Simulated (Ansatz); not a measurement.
Set up this calculation in Ansatz 0.2.0, as the native input.

| Property | Result |
| --- | --- |
| Task | relaxation of cell and atoms |
| Functional | RPBE |
| Dispersion | D3(BJ) |
| Potentials or basis | Ansatz PAW |
| Cutoff | 420 eV (not typed: the program's choice for these potentials) |
| k mesh | 10 × 10 × 5 |
| Occupations | fermi-dirac, width 0.05 eV |
| Spin | no spin polarisation |

Crystal: SiC (Moissanite).

```xyz
4
Lattice="3.0760 0.0000 0.0000 -1.5380 2.6639 0.0000 0.0000 0.0000 5.0480" Properties=species:S:1:pos:R:3 pbc="T T T"
Si    1.5380    0.8880    2.5240
Si    0.0000    1.7759    0.0000
C     1.5380    0.8880    4.4675
C     0.0000    1.7759    1.9435
```

These files were run (other wordings do the same):

input.yaml

```yaml
crystal:
  lattice:
    - [3.076, 0.0, 0.0]
    - [-1.538, 2.663894142, 0.0]
    - [0.0, 0.0, 5.048]
  atoms:
    - { symbol: Si, position: [0.6666666667, 0.3333333333, 0.5] }
    - { symbol: Si, position: [0.3333333333, 0.6666666667, 0.0] }
    - { symbol: C, position: [0.6666666667, 0.3333333333, 0.885] }
    - { symbol: C, position: [0.3333333333, 0.6666666667, 0.385] }
hamiltonian:
  xc: rpbe
  pseudopotentials: { kind: paw }
  dispersion: d3bj
kpoints:
  mp_grid: { grid: [10, 10, 5] }
scf:
  occupations: { method: fermi_dirac, width: 0.05 }
output:
  forces: true
  stress: true
relax:
  f_tol: 0.01
  max_steps: 40
  cell: { stress_tol: 0.05 }
```

Potentials or basis: Ansatz PAW.

Launch:

```bash
$ ansatz run input.yaml --threads 2 --pin off --max-ram 5632MiB --backend cpu --events-out ev --progress --plain --runs-dir out
```

Results of the run:

| Quantity | Value |
| --- | --- |
| Relaxed volume | 9.63 Å³/atom |
| Relaxed cell | a = 3.006 Å, b = 3.006 Å, c = 4.924 Å, α = 90.00°, β = 90.00°, γ = 120.00° |
| Space group after relaxing (to 0.05 Å) | P6_3mc (No. 186) |
| Energy gained by relaxing | 45.4 meV/atom |
| Ionic steps | 8 |
| Pressure after relaxing | 0.0 GPa |
| Band gap on the k mesh | 2.36 eV |

Caveat: odd divisions of the mesh miss points on the zone boundary, where band edges often lie, so the gap on the mesh can be too wide; the plane-wave basis is chosen anew once the cell has moved, so the energies of steps on either side of that aren't comparable; the PAW data sets come from PBE, with cores solved anew for the run's functional, which leaves a small shift of forces and pressure.

Wall time 16 s on 2 threads of Intel(R) Xeon(R) Processor @ 2.50GHz (Skylake/Cascade Lake), on a shared host, peak memory 0.36 GiB.
